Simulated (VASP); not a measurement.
# K (Im-3m) in VASP: further runs

One crystal, K, is run at these levels: PBEsol, RPBE; tasks: relaxation of cell and atoms, single point.

All numbers are computed with VASP 6.6.1; they aren't measurements. Logs are shortened: lines on timing, memory, paths and dates and some standing lists are left out, and cuts for length are marked.

## (1) The crystal as given

It takes space group Im-3m (No. 229, cubic). The conventional cell has a = 5.236 Å, b = 5.236 Å, c = 5.236 Å, α = 90.00°, β = 90.00°, γ = 90.00°.

## (2) Relaxation of cell and atoms, PBEsol

Input file INCAR:

```
SYSTEM = K
PREC = Accurate
ENCUT = 600
EDIFF = 1E-7
ISMEAR = 0
SIGMA = 0.1
LREAL = .False.
LASPH = .True.
NELM = 100
ALGO = Normal
ISIF = 3
LWAVE = .False.
LCHARG = .False.
GGA = PS
IBRION = 2
NSW = 90
EDIFFG = -0.005
```

Input file KPOINTS:

```
Automatic mesh
0
Gamma
  4 4 4
  0 0 0
```

Input file POSCAR:

```
K
1.0
   -2.6180000000      2.6180000000      2.6180000000
    2.6180000000     -2.6180000000      2.6180000000
    2.6180000000      2.6180000000     -2.6180000000
K
1
Direct
    0.0000000000      0.0000000000      0.0000000000
```

Potentials or basis: VASP PAW PBE potentials, release 64 (K_sv).

The run is started by

```sh
$ cat potpaw_PBE.64/K_sv/POTCAR > POTCAR
$ mpirun -np 1 vasp_std > vasp.out
```

OUTCAR:

```text
SYSTEM = K
   PREC = Accurate
   ENCUT = 600
   EDIFF = 1E-7
   ISMEAR = 0
   LREAL = .False.
   LASPH = .True.
   NELM = 100
   ISIF = 3
   GGA = PS
   IBRION = 2
   NSW = 90
   EDIFFG = -0.005

 ion  position               nearest neighbor table
   1  0.000  0.000  0.000-

  LATTYP: Found a body centered cubic cell.
 ALAT       =     5.2360000000

  Lattice vectors:

 A1 = (  -2.6180000000,   2.6180000000,   2.6180000000)
 A2 = (   2.6180000000,  -2.6180000000,   2.6180000000)
 A3 = (   2.6180000000,   2.6180000000,  -2.6180000000)

Analysis of symmetry for initial positions (statically):
=====================================================================
 Subroutine PRICEL returns:
 Original cell was already a primitive cell.

 Routine SETGRP: Setting up the symmetry group for a
 body centered cubic supercell.

 Subroutine GETGRP returns: Found 48 space group operations
 (whereof 48 operations were pure point group operations)
 out of a pool of 48 trial point group operations.

The static configuration has the point symmetry O_h .

Analysis of symmetry for dynamics (positions and initial velocities):
=====================================================================
 Subroutine PRICEL returns:
 Original cell was already a primitive cell.

 Routine SETGRP: Setting up the symmetry group for a
 body centered cubic supercell.

 Subroutine GETGRP returns: Found 48 space group operations
 (whereof 48 operations were pure point group operations)
 out of a pool of 48 trial point group operations.

The dynamic configuration has the point symmetry O_h .

 Subroutine INISYM returns: Found 48 space group operations
 (whereof 48 operations are pure point group operations),
 and found     1 'primitive' translations

----------------------------------------------------------------------------------------

                                     Primitive cell

  volume of cell :      71.7743

  direct lattice vectors                    reciprocal lattice vectors
    -2.618000000  2.618000000  2.618000000     0.000000000  0.190985485  0.190985485
     2.618000000 -2.618000000  2.618000000     0.190985485  0.000000000  0.190985485
     2.618000000  2.618000000 -2.618000000     0.190985485  0.190985485  0.000000000

  length of vectors
[... 51 lines left out ...]
   NGX,Y,Z   is equivalent  to a cutoff of  13.20, 13.20, 13.20 a.u.
   NGXF,Y,Z  is equivalent  to a cutoff of  26.40, 26.40, 26.40 a.u.
 SYSTEM =  K
   PREC   = accura    normal or accurate (medium, high low for compatibility)
   ISTART =      0    job   : 0-new  1-cont  2-samecut
   ICHARG =      2    charge: 1-file 2-atom 10-const
   ISPIN  =      1    spin polarized calculation?
   LNONCOLLINEAR =      F non collinear calculations
   LSORBIT =      F    spin-orbit coupling
   LASPH  =      T    aspherical Exc in radial PAW
   ENCUT  =  600.0 eV  44.10 Ry    6.64 a.u.   9.06  9.06  9.06*2*pi/ulx,y,z
   NELM   =    100;   NELMIN=  2; NELMDL= -5     # of ELM steps
   EDIFF  = 0.1E-06   stopping-criterion for ELM
   LREAL  =      F    real-space projection
   EDIFFG = -.5E-02   stopping-criterion for IOM
   NSW    =     90    number of steps for IOM
   IBRION =      2    ionic relax: 0-MD 1-quasi-New 2-CG
   NFREE  =      1    steps in history (QN), initial steepest desc. (CG)
   ISIF   =      3    stress and relaxation
   ISYM   =      2    0-nonsym 1-usesym 2-fastsym
   POTIM  = 0.5000    time-step for ionic-motion
   TEBEG  =    0.0;   TEEND  =   0.0 temperature during run
   PSTRESS=    0.0 pullay stress
   NELECT =       9.0000    total number of electrons
   NUPDOWN=      -1.0000    fix difference up-down
   EMIN   =  10.00;   EMAX   =-10.00  energy-range for DOS
   EFERMI =   0.00;   METHOD = LEGACY
   ISMEAR =     0;   SIGMA  =   0.10  broadening in eV -4-tet -1-fermi 0-gaus
   EFERMI_NEDOS =   21; number of points for ismear=-14 and -15
   IALGO  =     38    algorithm
   IMIX   =      4    mixing-type and parameters
     AMIX     =   0.40;   BMIX     =  1.00
     AMIX_MAG =   1.60;   BMIX_MAG =  1.00
  volume/ion in A,a.u.               =      71.77       484.36
  Fermi-wavevector in a.u.,A,eV,Ry     =   0.819406  1.548454  9.135317  0.671427
  Thomas-Fermi vector in A             =   1.930206
   LORBIT       =      0    0 simple, 1 ext, 2 COOP (PROOUT), +10 PAW based schemes
   GGA     = PS    functional components
   LHFCALC =     F    Hartree Fock is set to
   AEXX    =    0.0000 exact exchange contribution
   IVDW    =     0    specifies the selected vdW correction
   LEPSILON=     F    determine dielectric tensor
   LRPA    =     F    only Hartree local field effects (RPA)
 conjugate gradient relaxation of ions
 non-spin polarized calculation
 Gauss-broadening in eV      SIGMA  =   0.10
  energy-cutoff  :      600.00
  volume of cell :       71.77
 maximum number of plane-waves:      2454
   NGX = 19   NGY = 19   NGZ = 19

--------------------------------------- Ionic step        1  -------------------------------------------

 number of electron       9.0000001 magnetization

 Free energy of the ion-electron system (eV)
  ---------------------------------------------------
  ext. energy  EPLUGINS =         0.00000000
  ---------------------------------------------------
  free energy    TOTEN  =        -1.07417692 eV

  energy without entropy =       -1.05313531  energy(sigma->0) =       -1.06365612

------------------------ aborting loop because EDIFF is reached ----------------------------------------

  FORCE on cell =-STRESS in cart. coord.  units (eV):
  Direction    XX          YY          ZZ          XY          YZ          ZX
  --------------------------------------------------------------------------------------
  -------------------------------------------------------------------------------------
  Total        0.0238717      0.0238717      0.0238717     -0.0000000     -0.0000000      0.0000000
  in kB        0.5328752      0.5328752      0.5328752     -0.0000000     -0.0000000      0.0000000
  external PRESSURE =       0.5328752 kB  Pullay stress =       0.0000000 kB
[... 57 lines left out ...]
--------------------------------------- Ionic step        3  -------------------------------------------

 number of electron       9.0000001 magnetization

 Free energy of the ion-electron system (eV)
  ---------------------------------------------------
  ext. energy  EPLUGINS =         0.00000000
  ---------------------------------------------------
  free energy    TOTEN  =        -1.07434870 eV

  energy without entropy =       -1.05330709  energy(sigma->0) =       -1.06382790

 E-fermi :  -0.1715     XC(G=0):  -5.7229

 val. band max:       -0.1788833511   @ k =   0.2500   0.2500   0.0000
 cond. band min:       0.3000456525   @ k =   0.5000   0.0000   0.0000
 fundamental gap:      0.4789290036
 Fermi energy:        -0.1714846485

 k-point     1 :       0.0000    0.0000    0.0000
  band No.  band energies     occupation
      1     -32.1290      2.00000
      2     -15.6386      2.00000
      3     -15.6386      2.00000
      4     -15.6386      2.00000
      5      -2.3175      2.00000
      6       4.1630      0.00000
      7       4.1630      0.00000
      8       4.1630      0.00000
[... 103 lines left out ...]
  FREE ENERGIE OF THE ION-ELECTRON SYSTEM (eV)
  ---------------------------------------------------
  free  energy   TOTEN  =        -1.0743487016 eV

  energy  without entropy=       -1.0533070915  energy(sigma->0) =       -1.06382790

 reached required accuracy - stopping structural energy minimisation
```

OSZICAR:

```text
N       E                     dE             d eps       ncg     rms          rms(c)
DAV:   1     0.520112711085E+02    0.52011E+02   -0.39038E+03   128   0.957E+02
DAV:   2     0.496625945072E+00   -0.51515E+02   -0.48445E+02   136   0.219E+02
DAV:   3    -0.102914285430E+01   -0.15258E+01   -0.15258E+01   208   0.365E+01
[... 25 lines left out ...]
DAV:   5    -0.107435141402E+01   -0.27796E-04   -0.33614E-04   192   0.123E-01    0.165E-02
DAV:   6    -0.107434953396E+01    0.18801E-05   -0.69123E-06   168   0.239E-02    0.655E-03
DAV:   7    -0.107434888204E+01    0.65192E-06   -0.43858E-07   176   0.533E-03    0.201E-03
DAV:   8    -0.107434875988E+01    0.12216E-06   -0.31356E-08    80   0.164E-03    0.936E-04
DAV:   9    -0.107434870163E+01    0.58251E-07   -0.20795E-08    64   0.128E-03
   3 F= -.10743487E+01 E0= -.10638279E+01  d E =-.171778E-03
```

CONTCAR:

```text
K
   1.00000000000000
    -2.6300599269456946    2.6300599269456946    2.6300599269456946
     2.6300599269456946   -2.6300599269456946    2.6300599269456946
     2.6300599269456946    2.6300599269456946   -2.6300599269456946
  K
     1
Direct
     0.0000000000000000    0.0000000000000000    0.0000000000000000

  0.00000000E+00  0.00000000E+00  0.00000000E+00
```

Run time: 11 s. Hardware: 1 thread of AMD EPYC 9R45 (Zen 5), shared host; peak memory 0.17 GiB.

What came out:

- Free energy: -1.0743 eV
- Relaxed volume: 72.77 Å³/atom
- Relaxed cell: a = 4.555 Å, b = 4.555 Å, c = 4.555 Å, α = 109.47°, β = 109.47°, γ = 109.47°
- Space group after relaxing (to 0.05 Å): Im-3m (No. 229)
- Energy gained by relaxing: 0.2 meV/atom
- Ionic steps: 3
- Pressure after relaxing: 0.0 GPa
- Band gap on the k mesh: none (metal or under the smearing width)

Step by step:
| step | energy change (eV) | largest force (eV/Å) | pressure (GPa) | volume (Å³) |
| --- | --- | --- | --- | --- |
| 1 | 0.0000 | 0.0000 | 0.05 | 71.77 |
| 2 | -0.0001 | 0.0000 | 0.04 | 72.02 |
| 3 | -0.0002 | 0.0000 | 0.00 | 72.77 |

Final structure:
```xyz
1
Lattice="-2.6301 2.6301 2.6301 2.6301 -2.6301 2.6301 2.6301 2.6301 -2.6301" Properties=species:S:1:pos:R:3 pbc="T T T"
K     0.0000    0.0000    0.0000
```

Caveat: the k mesh is coarse (spacing up to 0.42 Å⁻¹), so the values aren't converged; the PAW data sets were made with another functional, which shifts forces and pressure a little. Zero-point motion and thermal expansion aren't in these numbers.

## (3) Single point, PBEsol

Input file INCAR:

```
SYSTEM = K
PREC = Accurate
ENCUT = 520
EDIFF = 1E-6
ISMEAR = 0
SIGMA = 0.1
LREAL = .FALSE.
LASPH = .TRUE.
NELM = 100
ALGO = Normal
ISIF = 2
LWAVE = .FALSE.
LCHARG = .FALSE.
GGA = PS
```

Input file KPOINTS:

```
regular mesh
0
G
  12 12 12
  0 0 0
```

POSCAR is that of step 2.

Potentials or basis: VASP PAW PBE potentials, release 64 (K_sv).

The run is started by

```sh
$ cat potpaw_PBE.64/K_sv/POTCAR > POTCAR
$ mpirun -np 1 vasp_std > vasp.out
```

OUTCAR:

```text
SYSTEM = K
   PREC = Accurate
   ENCUT = 520
   EDIFF = 1E-6
   ISMEAR = 0
   LREAL = .FALSE.
   LASPH = .TRUE.
   NELM = 100
   ISIF = 2
   GGA = PS

 ion  position               nearest neighbor table
   1  0.000  0.000  0.000-

  LATTYP: Found a body centered cubic cell.
 ALAT       =     5.2360000000

  Lattice vectors:
[... 442 lines left out ...]
      2     -15.6702      2.00000
      3     -15.6286      2.00000
      4     -15.6053      2.00000
      5       0.5063      0.00000
      6       0.6680      0.00000
      7       2.6673      0.00000
      8       4.5621      0.00000

 [... further k-points ...]

------------------------ aborting loop because EDIFF is reached ----------------------------------------

  FORCE on cell =-STRESS in cart. coord.  units (eV):
  Direction    XX          YY          ZZ          XY          YZ          ZX
  --------------------------------------------------------------------------------------
  -------------------------------------------------------------------------------------
  Total       -0.0217238     -0.0217238     -0.0217238     -0.0000000     -0.0000000      0.0000000
  in kB       -0.4849271     -0.4849271     -0.4849271     -0.0000000     -0.0000000      0.0000000
  external PRESSURE =      -0.4849271 kB  Pullay stress =       0.0000000 kB

 VOLUME and BASIS-vectors are now :
 -----------------------------------------------------------------------------
  energy-cutoff  :      520.00
  volume of cell :       71.77
      direct lattice vectors                 reciprocal lattice vectors
    -2.618000000  2.618000000  2.618000000     0.000000000  0.190985485  0.190985485
     2.618000000 -2.618000000  2.618000000     0.190985485  0.000000000  0.190985485
     2.618000000  2.618000000 -2.618000000     0.190985485  0.190985485  0.000000000

 POSITION                                       TOTAL-FORCE (eV/Angst)
 -----------------------------------------------------------------------------------
      0.00000      0.00000      0.00000        -0.000000      0.000000      0.000000
 -----------------------------------------------------------------------------------
    total drift:                               -0.000000     -0.000000      0.000000

  FREE ENERGIE OF THE ION-ELECTRON SYSTEM (eV)
  ---------------------------------------------------
  free  energy   TOTEN  =        -1.1342938199 eV

  energy  without entropy=       -1.1294223002  energy(sigma->0) =       -1.13185806
```

Run time: 20 s. Hardware: 1 thread of AMD EPYC 9R45 (Zen 5), shared host; peak memory 0.18 GiB.

What came out:

```
Free energy            : -1.1343 eV
Pressure               : 0.0 GPa
Band gap on the k mesh : none (metal or under the smearing width)
```

Caveat: the PAW data sets were made with another functional, which shifts forces and pressure a little.

## (4) Relaxation of cell and atoms, PBEsol

Input file INCAR:

```
SYSTEM = K
PREC = Accurate
ENCUT = 580
EDIFF = 1E-7
ISMEAR = 0
SIGMA = 0.1
LREAL = .False.
LASPH = .True.
NELM = 100
ALGO = Normal
ISIF = 3
LWAVE = .False.
LCHARG = .False.
GGA = PS
IBRION = 2
NSW = 90
EDIFFG = -0.005
```

Input file KPOINTS:

```
Automatic mesh
0
Gamma
  12 12 12
  0 0 0
```

POSCAR is that of step 3.

Potentials or basis: VASP PAW PBE potentials, release 64 (K_pv).

The run is started by

```sh
$ cat potpaw_PBE.64/K_pv/POTCAR > POTCAR
$ mpirun -np 1 vasp_std > vasp.out
```

OUTCAR:

```text
SYSTEM = K
   PREC = Accurate
   ENCUT = 580
   EDIFF = 1E-7
   ISMEAR = 0
   LREAL = .False.
   LASPH = .True.
   NELM = 100
   ISIF = 3
   GGA = PS
   IBRION = 2
   NSW = 90
   EDIFFG = -0.005

 ion  position               nearest neighbor table
   1  0.000  0.000  0.000-

  LATTYP: Found a body centered cubic cell.
 ALAT       =     5.2360000000

  Lattice vectors:

 A1 = (  -2.6180000000,   2.6180000000,   2.6180000000)
 A2 = (   2.6180000000,  -2.6180000000,   2.6180000000)
 A3 = (   2.6180000000,   2.6180000000,  -2.6180000000)

Analysis of symmetry for initial positions (statically):
=====================================================================
 Subroutine PRICEL returns:
 Original cell was already a primitive cell.

 Routine SETGRP: Setting up the symmetry group for a
 body centered cubic supercell.

 Subroutine GETGRP returns: Found 48 space group operations
 (whereof 48 operations were pure point group operations)
 out of a pool of 48 trial point group operations.

The static configuration has the point symmetry O_h .

[... 168 lines left out ...]
  Total       -0.0152769     -0.0152769     -0.0152769     -0.0000000      0.0000000      0.0000000
  in kB       -0.3410172     -0.3410172     -0.3410172     -0.0000000      0.0000000      0.0000000
  external PRESSURE =      -0.3410172 kB  Pullay stress =       0.0000000 kB
[... 57 lines left out ...]
--------------------------------------- Ionic step        3  -------------------------------------------

 number of electron       7.0000001 magnetization

 Free energy of the ion-electron system (eV)
  ---------------------------------------------------
  ext. energy  EPLUGINS =         0.00000000
  ---------------------------------------------------
  free energy    TOTEN  =        -1.11326357 eV

  energy without entropy =       -1.10841038  energy(sigma->0) =       -1.11083697

 E-fermi :  -1.2169     XC(G=0):  -5.7493

 val. band max:       -1.2377311374   @ k =   0.2500   0.2500   0.0000
 cond. band min:      -1.1713236826   @ k =   0.3333   0.1667   0.0000
 fundamental gap:      0.0664074548
 Fermi energy:        -1.2168754724

 k-point     1 :       0.0000    0.0000    0.0000
  band No.  band energies     occupation
      1     -16.6768      2.00000
      2     -16.6768      2.00000
      3     -16.6768      2.00000
      4      -3.4154      2.00000
      5       3.1557      0.00000
      6       3.1557      0.00000
      7       3.1557      0.00000
[... 221 lines left out ...]
 k-point    24 :       0.4167    0.0833    0.0833
  band No.  band energies     occupation
      1     -16.7488      2.00000
      2     -16.7057      2.00000
      3     -16.6817      2.00000
      4      -0.5829      0.00000
      5      -0.4120      0.00000
      6       1.5845      0.00000
      7       3.5236      0.00000

 [... further k-points ...]

------------------------ aborting loop because EDIFF is reached ----------------------------------------

  FORCE on cell =-STRESS in cart. coord.  units (eV):
  Direction    XX          YY          ZZ          XY          YZ          ZX
  --------------------------------------------------------------------------------------
  -------------------------------------------------------------------------------------
  Total       -0.0006588     -0.0006588     -0.0006588      0.0000000      0.0000000     -0.0000000
  in kB       -0.0148367     -0.0148367     -0.0148367      0.0000000      0.0000000     -0.0000000
  external PRESSURE =      -0.0148367 kB  Pullay stress =       0.0000000 kB
[... 16 lines left out ...]
  FREE ENERGIE OF THE ION-ELECTRON SYSTEM (eV)
  ---------------------------------------------------
  free  energy   TOTEN  =        -1.1132635722 eV

  energy  without entropy=       -1.1084103758  energy(sigma->0) =       -1.11083697

 reached required accuracy - stopping structural energy minimisation
```

OSZICAR:

```text
N       E                     dE             d eps       ncg     rms          rms(c)
DAV:   1     0.121095982833E+02    0.12110E+02   -0.31957E+03  1022   0.752E+02
DAV:   2    -0.103697922014E+01   -0.13147E+02   -0.13139E+02  1190   0.908E+01
DAV:   3    -0.111412695985E+01   -0.77148E-01   -0.77105E-01  1547   0.885E+00
[... 19 lines left out ...]
DAV:   2    -0.111360002019E+01    0.87744E-03   -0.91305E-04  1015   0.275E-01    0.824E-02
DAV:   3    -0.111327145887E+01    0.32856E-03   -0.81137E-04  1036   0.264E-01    0.332E-02
DAV:   4    -0.111326403310E+01    0.74258E-05   -0.90923E-06  1288   0.273E-02    0.384E-03
DAV:   5    -0.111326353196E+01    0.50113E-06   -0.84229E-07  1190   0.849E-03    0.837E-04
DAV:   6    -0.111326357217E+01   -0.40209E-07   -0.10354E-08   742   0.116E-03
   3 F= -.11132636E+01 E0= -.11108370E+01  d E =-.690425E-04
```

CONTCAR:

```text
K
   1.00000000000000
    -2.6102821667826999    2.6102821667826999    2.6102821667826999
     2.6102821667826999   -2.6102821667826999    2.6102821667826999
     2.6102821667826999    2.6102821667826999   -2.6102821667826999
  K
     1
Direct
     0.0000000000000000    0.0000000000000000    0.0000000000000000

  0.00000000E+00  0.00000000E+00  0.00000000E+00
```

Run time: 38 s. Hardware: 1 thread of AMD EPYC 9R45 (Zen 5), shared host; peak memory 0.19 GiB.

Results:

| Item | Value |
| --- | --- |
| Free energy | -1.1133 eV |
| Relaxed volume | 71.14 Å³/atom |
| Relaxed cell | a = 4.521 Å, b = 4.521 Å, c = 4.521 Å, α = 109.47°, β = 109.47°, γ = 109.47° |
| Space group after relaxing (to 0.05 Å) | Im-3m (No. 229) |
| Energy gained by relaxing | 0.1 meV/atom |
| Ionic steps | 3 |
| Pressure after relaxing | 0.0 GPa |
| Band gap on the k mesh | none (metal or under the smearing width) |

Final structure:
```
CELL_PARAMETERS angstrom
-2.61028 2.61028 2.61028
2.61028 -2.61028 2.61028
2.61028 2.61028 -2.61028
ATOMIC_POSITIONS crystal
K 0.00000 0.00000 0.00000
```

Caveat: the PAW data sets were made with another functional, which shifts forces and pressure a little.

(Continued in part 2 of 2.)
